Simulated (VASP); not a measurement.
Here is a VASP 6.6.1 calculation.

POSCAR

```
Si
1.0
    0.0000000000      2.7176300000      2.7176300000
    2.7176300000      0.0000000000      2.7176300000
    2.7176300000      2.7176300000      0.0000000000
Si
2
Direct
    0.5000000000      0.5000000000      0.5000000000
    0.7500000000      0.7500000000      0.7500000000
```

Contents of INCAR.step1:

```
SYSTEM = Si
PREC = Accurate ; ENCUT = 520
EDIFF = 1E-6 ; ISMEAR = 0
SIGMA = 0.02 ; LREAL = .FALSE.
LASPH = .TRUE. ; NELM = 60
ALGO = Normal ; ISIF = 2
LWAVE = .FALSE. ; LCHARG = .TRUE.
GGA = PS ; NBANDS = 11
```

Contents of KPOINTS.step1:

```
Automatic mesh
0
G
  14 14 14
  0 0 0
```

Contents of INCAR.step2:

```
SYSTEM = Si
PREC = Accurate ; ENCUT = 520
EDIFF = 1E-6 ; ISMEAR = 0
SIGMA = 0.05 ; LREAL = .FALSE.
LASPH = .TRUE. ; NELM = 60
ALGO = Normal ; ISIF = 2
LWAVE = .FALSE. ; LCHARG = .FALSE.
GGA = PS ; NBANDS = 11
ICHARG = 11
```

File KPOINTS.step2:

```
path GXWKGLUWLK,UX
10
line-mode
reciprocal
 0.0000000000  0.0000000000  0.0000000000  G
 0.5000000000  0.0000000000  0.5000000000  X

 0.5000000000  0.0000000000  0.5000000000  X
 0.5000000000  0.2500000000  0.7500000000  W

 0.5000000000  0.2500000000  0.7500000000  W
 0.3750000000  0.3750000000  0.7500000000  K

 0.3750000000  0.3750000000  0.7500000000  K
 0.0000000000  0.0000000000  0.0000000000  G

 0.0000000000  0.0000000000  0.0000000000  G
 0.5000000000  0.5000000000  0.5000000000  L

 0.5000000000  0.5000000000  0.5000000000  L
 0.6250000000  0.2500000000  0.6250000000  U

 0.6250000000  0.2500000000  0.6250000000  U
 0.5000000000  0.2500000000  0.7500000000  W

 0.5000000000  0.2500000000  0.7500000000  W
 0.5000000000  0.5000000000  0.5000000000  L

 0.5000000000  0.5000000000  0.5000000000  L
 0.3750000000  0.3750000000  0.7500000000  K

 0.6250000000  0.2500000000  0.6250000000  U
 0.5000000000  0.0000000000  0.5000000000  X
```

Potentials or basis: VASP PAW PBE potentials, release 64 (Si).

Launch:

```bash
$ cat potpaw_PBE.64/Si/POTCAR > POTCAR
$ cp INCAR.step1 INCAR
$ cp KPOINTS.step1 KPOINTS
$ mpirun -np 1 vasp_std > vasp.out
$ cp INCAR.step2 INCAR
$ cp KPOINTS.step2 KPOINTS
$ mpirun -np 1 vasp_std > vasp.out
```

(1) Estimate the band gap on the k mesh.

(2) Estimate the band gap along the path.

Answers

(1) 0.46 eV, indirect (least direct gap 2.52 eV).

(2) 0.47 eV, indirect (least direct gap 2.52 eV).

Caveat: the log is that of the step along the path at fixed density, whose energy, stress, charges and moments have no meaning.
